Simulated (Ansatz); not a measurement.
# BAs: the cost of one run

Computed with Ansatz 0.2.0 (DFT PBEsol, scalar-relativistic, plane waves, PAW, unless a step's input says otherwise).

1 further run of the same task is left out (set aside as unsound or not needed).

## 1. Starting point

It takes space group F-43m (No. 216, cubic). The conventional cell has a = 4.768 Å, b = 4.768 Å, c = 4.768 Å, α = 90.00°, β = 90.00°, γ = 90.00°. B (site symmetry -43m) is surrounded by 4 As at 2.06 Å. As (site symmetry -43m) is surrounded by 4 B at 2.06 Å.

As a file:

```
CELL_PARAMETERS angstrom
0.00000 2.38394 2.38394
2.38394 0.00000 2.38394
2.38394 2.38394 0.00000
ATOMIC_POSITIONS crystal
B 0.00000 0.00000 0.00000
As 0.75000 0.75000 0.75000
```

It is the result of an earlier relaxation at this level (volume 13.55 Å³/atom; gap on the mesh: 1.08 eV).

## 2. Band edges and mean potential of the bulk

input.yaml reads:

```yaml
crystal:
  lattice:
    - [0.0, 2.3839378985, 2.3839378985]
    - [2.3839378985, 0.0, 2.3839378985]
    - [2.3839378985, 2.3839378985, 0.0]
  atoms:
    - { symbol: B, position: [0.0, 0.0, 0.0] }
    - { symbol: As, position: [0.75, 0.75, 0.75] }
basis:
  ecutwfc: 420
kpoints:
  mp_grid: { grid: [10, 10, 10] }
  band_path: { path: [VBM, CBM], npoints: 2 }
hamiltonian:
  xc: pbesol
scf:
  occupations: { method: gaussian, width: 0.02 }
output:
  forces: true
  stress: true
  eigenvalues: true
```

What time and memory should one allow on 1 thread of an Arm CPU, shared host?

About 7.1 s, with a peak of 0.28 GiB.
